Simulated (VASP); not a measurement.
**InP: single point with PBE**

The system is InP.

```
In P
1.0
     0.00000    2.85500    2.85500
     2.85500    0.00000    2.85500
     2.85500    2.85500    0.00000
In P
1 1
Direct
  0.98468 0.98468 0.01532
  0.50000 0.50000 0.50000
```

Measurements of this composition are mostly on another form, of space group No. 216.

The cell isn't the ideal one: all In atoms moved +0.087 Å, as atom 1 towards its neighbour atom 2 (P) at 2.855 Å.

* Program: VASP 6.6.1
* Task: single point
* Functional: PBE
* Potentials or basis: VASP PAW PBE potentials, release 64 (In_d, P)
* Cutoff: 520 eV
* k mesh: 14 × 14 × 14
* Occupations: gaussian, width 0.15 eV
* Spin: no spin polarisation

The pressure is -5.2 GPa. The largest force is 0.081 eV/Å and the band gap on the k mesh is none (metal or under the smearing width).

Forces on the atoms (eV/Å):
```
In   0.000  0.000  0.081
P    0.000  0.000 -0.081
```

Stress tensor (GPa, compression positive):
```
-5.41  0.00  0.00
 0.00 -5.41  0.00
 0.00  0.00 -4.77
```

Levels at points of the mesh, in eV from the Fermi level:
```tsv
k point	band 6	band 7	band 8	band 9	band 10	band 11	band 12	band 13
(0.00, 0.00, 0.00)	-11.35	-0.21	-0.19	-0.19	-0.14	7.01	7.01	7.10
(0.50, 0.00, 0.00)	-9.57	-6.13	0.12	0.14	2.45	3.45	3.48	4.53
(0.50, 0.50, 0.00)	-8.72	-4.42	-2.52	-2.02	-2.02	4.05	9.13	9.13
(0.00, 0.50, 0.50)	-8.73	-4.37	-2.59	-2.01	-1.99	4.02	9.15	9.16
```

Run time: 2.6 min on 1 thread of Intel(R) Xeon(R) Platinum 8488C (Sapphire Rapids), on a shared host, peak memory 0.29 GiB.
